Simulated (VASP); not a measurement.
```yaml
crystal:
  lattice:
    - [0.00000, 2.94956, 2.94956]
    - [2.94956, 0.00000, 2.94956]
    - [2.94956, 2.94956, 0.00000]
  atoms:
    - { symbol: Sr, position: [0.00000, 0.00000, 0.00000] }
    - { symbol: F, position: [0.25000, 0.25000, 0.25000] }
    - { symbol: F, position: [0.75000, 0.75000, 0.75000] }
```

These are SCAN meta-GGA, VASP's PBE PAW potentials (set 64) (plane waves; VASP 6.6.1) values and carry that method's errors. Numerical set-up: 520 eV cut-off, 7×7×7 Γ-centred mesh, Gaussian smearing of 0.050 eV, potentials Sr_sv F.

### Question
Predict the energy per atom (σ→0), pressure.

### Answer

```json
{
  "energy per atom (σ→0)": "-13.979 eV/atom",
  "pressure": "-4.05 GPa"
}
```

The compound is SrF2 in the fluorite structure. This cell is one point of a volume scan, at 1.06 of the reference volume.
